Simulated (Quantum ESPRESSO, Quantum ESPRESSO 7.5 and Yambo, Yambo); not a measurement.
# AlN (F-43m): G0W0 on several meshes in Yambo

How does the mesh move the gap of AlN (F-43m)?

Calculated with Quantum ESPRESSO 7.5 and Yambo 5.3.0; PBE and many-body steps on it, plane waves.

**1. Set-up**

Symmetry: F-43m, No. 216, cubic system. Conventional cell: a = 4.368 Å, b = 4.368 Å, c = 4.368 Å, α = 90.00°, β = 90.00°, γ = 90.00°. Al has 4 N at 1.89 Å nearest. N has 4 Al at 1.89 Å nearest. Farther neighbours and most contacts between anions are not listed.

The cell and positions are those that the Materials Project relaxed with its own functionals (PBE, PBE+U or r2SCAN), kept fixed. This is not the form that AlN usually takes at ambient conditions.

**2. Empty states on the mesh, 6×6×6 mesh, 137 bands**

This step: Quantum ESPRESSO 7.5; DFT, PBE, plane waves, norm-conserving pseudopotentials.

The sums over transitions need many empty states on a uniform mesh; this step solves for them.

pw.in reads:

```
&control
  calculation = 'nscf'
  prefix = 'x'
  outdir = 'o'
  pseudo_dir = 'pseudo'
/
&system
  ibrav = 0
  nat = 2
  ntyp = 2
  ecutwfc = 72.0
  nbnd = 137
  force_symmorphic = .true.
/
&electrons
  conv_thr = 1e-9
  electron_maxstep = 80
  diago_full_acc = .true.
  diago_thr_init = 5e-6
/
ATOMIC_SPECIES
  Al 26.982 Al.upf
  N 14.007 N.upf
CELL_PARAMETERS angstrom
  -0.0000000000 2.1839935596 2.1839935596
  2.1839935596 -0.0000000000 2.1839935596
  2.1839935596 2.1839935596 -0.0000000000
ATOMIC_POSITIONS crystal
  Al 0.0000000000 0.0000000000 0.0000000000
  N 0.7500000000 0.7500000000 0.7500000000
K_POINTS automatic
  6 6 6 0 0 0
```

Launch:

```sh
> OMP_NUM_THREADS=1 mpirun -n 8 pw.x -nk 4 -in pw.in > pw.out
```

Log:

```text
Program PWSCF v.7.5 starts

     This program is part of the open-source Quantum ESPRESSO suite
     for quantum simulation of materials; please cite
         "P. Giannozzi et al., J. Phys.:Condens. Matter 21 395502 (2009);
         "P. Giannozzi et al., J. Phys.:Condens. Matter 29 465901 (2017);
         "P. Giannozzi et al., J. Chem. Phys. 152 154105 (2020);
     in publications or presentations arising from this work. More details at

     Atomic positions and unit cell read from directory:
     o/x.save/

     Message from routine setup:
[...]
188.9542

          k = 0.2357 0.2357-0.2357 (  1441 PWs)   bands (ev):

[...]
123.8230 125.4479 126.5484 126.5484 130.2660 130.2660 132.8234 135.6875
     [... 6 further rows ...]
   182.9314 183.3522 183.3522 183.5931 183.9710 183.9710 186.3226 186.9665
   188.7147

          k =-0.3536-0.3536 0.3536 (  1458 PWs)   bands (ev):

     [... further k-points ...]

     highest occupied, lowest unoccupied level (ev):     6.9565   10.2814

     XML data file, pseudopotentials, collected wavefunctions

=------------------------------------------------------------------------------=
   JOB DONE.
=------------------------------------------------------------------------------=
```

The job ended after 4.6 s (8 MPI ranks of Arm Neoverse V1, shared host; peak memory 0.42 GiB).

Numbers from this step:

- gap: 3.325 eV
- k of the valence top: 0, 0, 0
- k of the conduction bottom: 0, -0.5, -0.5
- least direct gap: 4.192 eV
- k points computed: 16
- lowest point of the top converged band, above the valence top: 176.4953 eV

On this mesh the gap is 3.325 eV.

The density comes from a self-consistent run that is not shown.

**3. Conversion and set-up**

This step: Yambo 5.3.0; conversion and set-up on PBE, plane waves, norm-conserving pseudopotentials.

The states are converted to the many-body program's format and the q mesh is built.

Launch:

```sh
> (cd o/x.save; p2y > p2y.log; mv SAVE ../..); yambo > setup.log
```

Log:

```text
 Yambo, version 5.3.0

 [02] CORE Variables Setup
 =========================

  [02.01] Unit cells
  ==================

  Cell kind             :  FCC
  Atoms in the cell     :  Al  N
  number of Al atoms    :  1
  number of N  atoms    :  1

  List of atomic masses
  Mass of Al    :  26.98200
  Mass of N     :  14.00700

  List of atomic coordinates    : [cc]
  Al1       :  0.000000  0.000000  0.000000  order 1
  N1       :  6.190725  6.190725  6.190725  order 2

  Alat factors          :  4.127150  4.127150  4.127150 [a.u.]
  Direct lattice volume :  140.5985 [a.u.]
[...]
Q [ 1]         [rlu]:  0.000000  0.000000  0.000000
 Q [ 2]         [rlu]:  0.37242E-17  0.37242E-17  0.16667
 Q [ 3]         [rlu]:  0.74483E-17  0.74483E-17  0.33333
[...]
Q [ 8]         [rlu]:  0.10596E-16  0.16667     -0.33333
 Q [ 9]         [rlu]: -0.74483E-17  0.16667     -0.16667
 Q [10]         [rlu]:  0.22848E-17  0.33333      0.33333
     [... 4 further rows ...]
 Q [15]         [rlu]:  0.166667  0.333333 -0.333333
 Q [16]         [rlu]:  0.166667 -0.500000 -0.333333

  [03.01] X indexes
  =================

   [03.01.01] Sigma indexes
   ========================

 [06] Game Over & Game summary
```

Elapsed: 2.3 s, on 1 MPI rank; peak memory 0.23 GiB.

**4. 6×6×6**

G0W0 replaces the xc potential by the self-energy, built once from these orbitals. Only a window of levels is corrected, while the sums run over the empty bands that the input names.

This step: G0W0 on PBE, plane waves, norm-conserving pseudopotentials.

gw2.in reads:

```
HF_and_locXC
gw0
dyson
ppa
em1d
rim_cut
RandQpts= 1000000
RandGvec= 1 RL
EXXRLvcs= 72 Ry
VXCRLvcs= 288 Ry
Chimod= "HARTREE"
% BndsRnXp
 1 | 58 |
%
NGsBlkXp= 10.5 Ry
% LongDrXp
 1 | 1 | 1 |
%
% GbndRnge
 1 | 58 |
%
DysSolver= "n"
ExtendOut
PPAPntXp= 27.21138 eV
% QPkrange
 1 | 1 | 3 | 6 |
 13 | 13 | 3 | 6 |
%
```

Launch:

```sh
> OMP_NUM_THREADS=1 mpirun -n 8 yambo -F gw2.in -J gw2 -C gw2 > gw2.log
```

Log:

```text
 Yambo, version 5.3.0

 [02] CORE Variables Setup
 =========================

  [... cell, symmetries and grids as in the set-up ...]

  [02.05] Energies & Occupations
  ==============================

  [X] === General ===
  [X] Electronic Temperature                        :  0.000000  0.000000 [eV K]
  [X] Bosonic    Temperature                        :  0.000000  0.000000 [eV K]
  [X] Finite Temperature mode                       : no
  [X] El. density                                   :  0.38398E+24 [cm-3]
  [X] Fermi Level                                   :  6.956541 [eV]

  [X] === Gaps and Widths ===
  [X] Conduction Band Min                           :  3.324859 [eV]
  [X] Valence Band Max                              :  0.000000 [eV]
  [X] Filled Bands                                  :   4
  [X] Empty Bands                                   :    5  137
  [X] Direct Gap                                    :  4.192097 [eV]
  [X] Direct Gap localized at k                     :  1
  [X] Indirect Gap                                  :  3.324859 [eV]
  [X] Indirect Gap between kpts                     :   1  13
  [X] Last valence band width                       :  2.503466 [eV]
  [X] 1st conduction band width                     :  4.659018 [eV]

 [03] Transferred momenta grid and indexing
 ==========================================

 IBZ Q-points                                      :  16
 BZ  Q-points                                      :  216

 K/Q-points units:
 rlu = crystal or reduced units; cc = cartesian coordinates; iku = interal k-units

 Q [ 1]         [rlu]:  0.000000  0.000000  0.000000
 Q [ 2]         [rlu]:  0.37242E-17  0.37242E-17  0.16667
 Q [ 3]         [rlu]:  0.74483E-17  0.74483E-17  0.33333
 Q [ 4]         [rlu]:  0.10596E-16  0.10596E-16 -0.50000
 Q [ 5]         [rlu]:  0.11424E-17  0.16667      0.16667
 Q [ 6]         [rlu]:  0.37242E-17  0.16667      0.33333
 Q [ 7]         [rlu]:  0.16156E-16  0.16667      0.50000
 Q [ 8]         [rlu]:  0.10596E-16  0.16667     -0.33333
 Q [ 9]         [rlu]: -0.74483E-17  0.16667     -0.16667
 Q [10]         [rlu]:  0.22848E-17  0.33333      0.33333
     [... 4 further rows ...]
 Q [15]         [rlu]:  0.166667  0.333333 -0.333333
 Q [16]         [rlu]:  0.166667 -0.500000 -0.333333

 [04] Coloumb potential Random Integration (RIM)
 ===============================================

  [04.01] RIM initialization
  ==========================

  * Diagonal components only detected *

  8 x (sBL volume)        :  0.065342 [a.u.]
  sBZ random points       :  1000000
  Points outside the sBZ  :   7996195
  RL volume               :  1.764245 [a.u.]
  Integrated volume       :  1.765085 [a.u.]

  [04.02] RIM integrals
  =====================

  Gamma point sphere radius             :  0.073060 [a.u.]
  Points outside the sphere             :   799659
  [Int_sBZ(q=0) 1/q^2]*(Vol_sBZ)^(-1/3) =:  7.764404
                                 should be <:  7.795600

  Summary of Coulomb integrals for non-metallic bands |Q|[au] RIM/Bare

  Q [1] 0.100000E-4 0.995998 * Q [2] 0.219740 1.065683
  Q [5] 0.253734 1.065194 * Q [9] 0.358834 1.026119
  Q [6] 0.420770 1.019967 * Q [3] 0.439480 1.017314
  Q [10] 0.507468 1.014132 * Q [8] 0.553000 1.010838
  Q [14] 0.567366 1.011005 * Q [7] 0.621518 1.009135
  Q [11] 0.659220 1.008371 * Q [4] 0.659220 1.007575
  Q [12] 0.717668 1.006648 * Q [15] 0.750555 1.006102
  Q [13] 0.761202 1.005892 * Q [16] 0.802377 1.005337

 [WARNING] [Xp] User bands 1-58 break level degeneracy

 [05] Dipoles
 ============

  [05.01] Setup: observables and procedures
  =========================================

 [06] Dynamic Dielectric Matrix (PPA)
 ====================================

 [SLK-Inversion]  Pools        :  2
 [SLK-Inversion]  BLACS grid   :  2  2

 [WR./gw2//ndb.pp]---------------------------------------------------------------
  Brillouin Zone Q/K grids (IBZ/BZ)                :   16  216   16  216
  RL vectors                                       :  1989 [WF]
  Coulomb cutoff potential                         : none
  Electronic Temperature                           :  0.000000 [K]
  Bosonic    Temperature                           :  0.000000 [K]
  PPA    diel. fun.  energies                      : Perdew, Burke & Ernzerhof(X)+Perdew, Burke & Ernzerhof(C)
  wavefunctions                                    : Perdew, Burke & Ernzerhof(X)+Perdew, Burke & Ernzerhof(C)
  Global Gauge                                     : length
  X matrix size                                    :   89
  X band range                                     :    1   58
  X e/h energy range                               : -1.000000 -1.000000 [eV]
  X Time ordering                                  : R
  X Hxc Kernel                                     : HARTREE
  X Drude frequency                                :  0.000000  0.000000
  X poles                                          :  100.0000 [o/o]
  RL vectors in the sum                            :  1989
  [r,Vnl] included                                 : yes
  Field direction                                  :  0.577350E-5  0.577350E-5  0.577350E-5
  BZ energy Double Grid                            : no
  BZ energy DbGd points                            : 0
  BZ Q point size factor                           : -1.000000
  X Optical Averaged directions                    : none

 [07] Local Exchange-Correlation + Non-Local Fock
 ================================================

 [VXC] Plane waves :  11575
 [EXS] Plane waves :  1471

 QP @ state[ 1 ] K range:  1  1
 QP @ state[ 1 ] b range:   3   6
 QP @ state[ 2 ] K range:  13  13
 QP @ state[ 2 ] b range:   3   6

 [xc] Functional : Perdew, Burke & Ernzerhof(X)+Perdew, Burke & Ernzerhof(C)
 [xc] LIBXC used to calculate xc functional
  PP Number of Atomic Species                      :  2
  NLCC RL compoments                               :  11575
  PP Number of Atomic Species                      :  2
  NLCC RL compoments                               :  11575

 [xc] E_xc :  -3.456492 [Ha]
      E_xc :  -6.912984 [Ry]

  Local XC kind (lXC) : Perdew, Burke & Ernzerhof(X)+Perdew, Burke & Ernzerhof(C)
  Non-Local XC kind (nlXC) : Hartree-Fock

  Corrections @ K [1] :  [eV]
 <3|nlXC|3> = -20.91664 -0.42373E-17 <3|lXC|3> = -16.95948 -0.37763E-15
 <4|nlXC|4> = -20.91667  0.11681E-17 <4|lXC|4> = -16.95948  0.82608E-16
 <5|nlXC|5> = -8.110821  0.45392E-17 <5|lXC|5> = -12.53146 -0.18882E-15
 <6|nlXC|6> = -4.110383  0.56734E-18 <6|lXC|6> = -9.891617 -0.94416E-16

  Corrections @ K [13] :  [eV]
 <3|nlXC|3> = -20.07499 -0.14891E-16 <3|lXC|3> = -15.43180  0.28323E-15
 <4|nlXC|4> = -20.07499  0.21775E-17 <4|lXC|4> = -15.43180  0.94404E-16
 <5|nlXC|5> = -5.063808  0.24078E-18 <5|lXC|5> = -9.205519 -0.70807E-16
 <6|nlXC|6> = -4.411374  0.79479E-18 <6|lXC|6> = -9.460530  0.94404E-16

 [08] Dyson equation: Newton solver
 ==================================

  [08.01] G0W0 (W PPA)
  ====================

  [  GW  ] Bands range     :    1   58
  [GW/PPA] G damping       :  0.100000 [eV]

  QP @ state[ 1 ] K range:  1  1
  QP @ state[ 1 ] b range:   3   6
  QP @ state[ 2 ] K range:  13  13
  QP @ state[ 2 ] b range:   3   6

   Sc/G bands                                       :    1   58
   Sc/G damping                                     :  0.100000 ev
   Sc bands terminator                              : no
   Sx RL components                                 :  1471

   QP @ state[ 1 ] K range                          :  1  1
   QP @ state[ 1 ] b range                          :   3   6
   QP @ state[ 2 ] K range                          :  13  13
   QP @ state[ 2 ] b range                          :   3   6
   GF energies kind                                 : Perdew, Burke & Ernzerhof(X)+Perdew, Burke & Ernzerhof(C)
   GF WF`s kind                                     : Perdew, Burke & Ernzerhof(X)+Perdew, Burke & Ernzerhof(C)
   Xs energies kind                                 : Perdew, Burke & Ernzerhof(X)+Perdew, Burke & Ernzerhof(C)
   Xs WF`s kind                                     : Perdew, Burke & Ernzerhof(X)+Perdew, Burke & Ernzerhof(C)

 [11] Game Over & Game summary
```

The job ended after 23 s (8 MPI ranks; peak memory 2.4 GiB; 2.9 min of CPU time).

This step gave:

```
G0W0 gap on the points computed              : 4.396 eV
starting gap on the mesh                     : 3.325 eV
k of the valence top                         : 0, 0, 0
k of the conduction bottom                   : 0, -0.5, -0.5
least direct G0W0 gap on the computed points : 5.525 eV
Z at the valence top                         : 0.7929
Z at the conduction bottom                   : 0.8394
```

The gap on the mesh goes from 3.32 eV to 4.40 eV, a correction of +1.07 eV.

**5. Empty states on the mesh, 4×4×4 mesh, 58 bands**

This step: Quantum ESPRESSO 7.5; DFT, PBE, plane waves, norm-conserving pseudopotentials.

pw.in: that of step 2 with these lines changed.

```diff
@@ -11,3 +11,3 @@
   ecutwfc = 72.0
-  nbnd = 137
+  nbnd = 58
   force_symmorphic = .true.
@@ -31,2 +31,2 @@
 K_POINTS automatic
-  6 6 6 0 0 0
+  4 4 4 0 0 0
```

Launch:

```sh
> OMP_NUM_THREADS=1 mpirun -n 8 pw.x -nk 4 -in pw.in > pw.out
```

Log:

```text
[banner, memory and clock lines left out]
Program PWSCF v.7.5 starts

     Atomic positions and unit cell read from directory:
     o/x.save/

     Message from routine setup:
     using ibrav=0 with symmetry is DISCOURAGED, use correct ibrav instead

     bravais-lattice index     =            0
     lattice parameter (alat)  =       5.8367  a.u.
     unit-cell volume          =     140.5985 (a.u.)^3
     number of atoms/cell      =            2
     number of atomic types    =            2
     number of electrons       =         8.00
[...]
92.2816  92.2816

          k = 0.1768 0.1768-0.1768 (  1447 PWs)   bands (ev):

[...]
100.8198 103.6332

          k =-0.3536-0.3536 0.3536 (  1458 PWs)   bands (ev):

[...]
82.0128  85.8657  85.8657  88.7863  88.7863  91.6992  91.6992  92.8200
    93.8518  93.8518  94.5716  98.8657  98.8657 101.3658 102.4113 102.4113
   105.7988 107.0070

          k = 0.3536 0.0000 0.0000 (  1475 PWs)   bands (ev):

     [... further k-points ...]

     highest occupied, lowest unoccupied level (ev):     6.9565   10.2814

     XML data file, pseudopotentials, collected wavefunctions
```

Elapsed: 1.3 s, on 8 MPI ranks; peak memory 0.05 GiB.

This step gave:

| Property | Result |
| --- | --- |
| gap | 3.325 eV |
| k of the valence top | 0, 0, 0 |
| k of the conduction bottom | 0, -0.5, -0.5 |
| least direct gap | 4.192 eV |
| k points computed | 8 |
| lowest point of the top converged band, above the valence top | 85.3251 eV |

On this mesh the gap is 3.325 eV.

(Continued in part 2 of 2.)

[Paths, hosts, dates, memory and timing lines, banners, echoed tables and standing remarks are left out of the program output.]

[Logs are printed without paths, hosts, clocks, repeated set-up lines and the standing remarks that a program may print on its own settings, such as how far it seeks lower states.]

[Runs of the session that timed out or met a known fault of the program may be left out.]

[Hosts, paths, dates, database ids (printed as entryN), source tags and the programs' standing remarks are cut or masked in the printed files.]
